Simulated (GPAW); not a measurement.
**Ge in GPAW: convergence with plane-wave cutoff (eV)**

Input of the first run (plane-wave cutoff (eV) 200); the others differ in this setting and in those tied to it:

File run.py:

```python
from ase.dft.bandgap import bandgap
from ase.io import read, write
from ase.units import GPa
from gpaw import GPAW, PW

atoms = read('Ge.xyz')

calc = GPAW(mode=PW(200),
            xc='RPBE',
            kpts={'size': (6, 6, 6), 'gamma': True},
            occupations={'name': 'fermi-dirac', 'width': 0.05},
            nbands=11,
            convergence={'density': 1e-05, 'energy': 1e-05},
            maxiter=100,
            txt='gpaw.txt')
atoms.calc = calc
energy = atoms.get_potential_energy()
forces = atoms.get_forces()
stress = atoms.get_stress()
calc.write('gs.gpw')
write('result.traj', atoms)
print(f'Energy: {energy:.6f} eV')
print('Forces (eV/A):')
print(forces.round(4))
print('Stress (GPa):', (stress / GPa).round(3))
print('Fermi level:', round(calc.get_fermi_level(), 4), 'eV')
print(f'Gap: {bandgap(calc)[0]:.4f} eV, direct: {bandgap(calc, direct=True)[0]:.4f} eV')
```

File Ge.xyz:

```xyz
2
Lattice="4.0904091952 0.0000000000 0.0000000000 -2.0452045976 3.5423982749 0.0000000000 0.0000000000 0.0000000000 3.3265800000" Properties=species:S:1:pos:R:3 pbc="T T T"
Ge     2.0452250496      1.1807876170      0.4685820588
Ge     0.0000204523      2.3615870418      2.8579979412
```

Potentials or basis: the program's PAW data sets (release 1.2.1) made for this functional, pw.

Launch:

```console
$ OMP_NUM_THREADS=1 python run.py
```

The cell was built by a generator and needn't be a form met in nature.

Hardware: 1 thread of Arm Neoverse V1, on a shared host.

Problem. The values tried are 200, 250, 300, 350, 400, 500, 600, 800, 1000, loosest first. From which on does the largest force stay within 0.005 eV/Å of the tightest run that finished?

Solution. From 250 on.

```tsv
plane-wave cutoff (eV)	energy less the tightest run, at zero smearing (meV/atom)	pressure (GPa)	largest force (eV/Å)	SCF cycles	CPU time (s)	peak memory (GiB)
200	20.14	-0.32	0.191	9	6.1	0.12
250	8.65	-0.50	0.182	9	7.2	0.13
300	5.18	-0.35	0.181	9	9.7	0.13
350	5.56	-0.39	0.185	9	10	0.13
400	4.83	-0.43	0.184	9	9.6	0.14
500	3.19	-0.41	0.183	9	18	0.16
600	2.21	-0.43	0.184	9	18	0.17
800	0.52	-0.42	0.184	9	28	0.2
1000	0.00	-0.40	0.184	9	34	0.23
```

Against the tightest run, the energy stays within 1 meV/atom from 800 on; the pressure stays within 0.1 GPa from 200 on. The tightest run that finished is the yardstick and may itself not be fully converged.
